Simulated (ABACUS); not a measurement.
Sc:

```
CELL_PARAMETERS angstrom
3.20196 0.00000 0.00000
1.50211 2.84414 0.00000
1.54899 0.92645 2.67418
ATOMIC_POSITIONS crystal
Sc 0.00000 0.00000 0.00000
```

This isn't the form of Sc at room conditions, which is hcp.

- Program: ABACUS 3.10.1
- Task: single point
- Functional: PBE
- Potentials or basis: PseudoDojo NC SR 0.4.1 PBE standard
- Cutoff: 1075 eV
- Density cutoff: 4299 eV
- Basis: plane waves
- k mesh: 10 × 10 × 10
- Occupations: fermi-dirac, width 0.05 eV
- Spin: no spin polarisation

On this cell: pressure 0.8 GPa; band gap on the k mesh none (metal or under the smearing width).

The same run follows on a disturbed copy (cell strained at random at fixed volume):

```
Sc
1.0
     3.15963    0.00060   -0.02898
     1.48278    2.79319    0.06735
     1.50448    0.98616    2.77450
Sc
1
Direct
  0.01273 0.99757 0.98703
```

**Question.** What does the disturbed cell give?

**Answer.** The energy (extrapolated to zero smearing) moves by +12.9 meV/atom; pressure 0.8 GPa; band gap on the k mesh none (metal or under the smearing width).

Stress tensor (GPa, compression positive):
```
 2.22  1.17  0.73
 1.17  2.13 -0.71
 0.73 -0.71 -1.84
```
